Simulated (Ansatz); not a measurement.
Co:

```
CELL_PARAMETERS angstrom
2.47200 0.00000 0.00000
-1.23600 2.14081 0.00000
0.00000 0.00000 4.02114
ATOMIC_POSITIONS crystal
Co 0.66667 0.33333 0.75000
Co 0.33333 0.66667 0.25000
```

Base run:

- Program: Ansatz 0.2.0
- Functional: PBEsol
- Potentials or basis: all-electron LAPW, scalar-relativistic
- Cutoff: 315 eV (chosen from the basis error)
- Basis error allowed: 0.001 eV/atom
- k mesh: 12 × 12 × 7
- Occupations: fermi-dirac, width 0.05 eV
- Spin: no spin polarisation

Its results: band gap on the k mesh none (metal or under the smearing width); pressure -17.5 GPa.

Problem. The run is repeated on the same cell with these changes: spin from no spin polarisation to collinear spin, ferromagnetic start. What comes out?

Solution. Band gap on the k mesh none (metal or under the smearing width); pressure -5.8 GPa; net moment 3.20 μB per cell; site moments Co +1.65 μB.
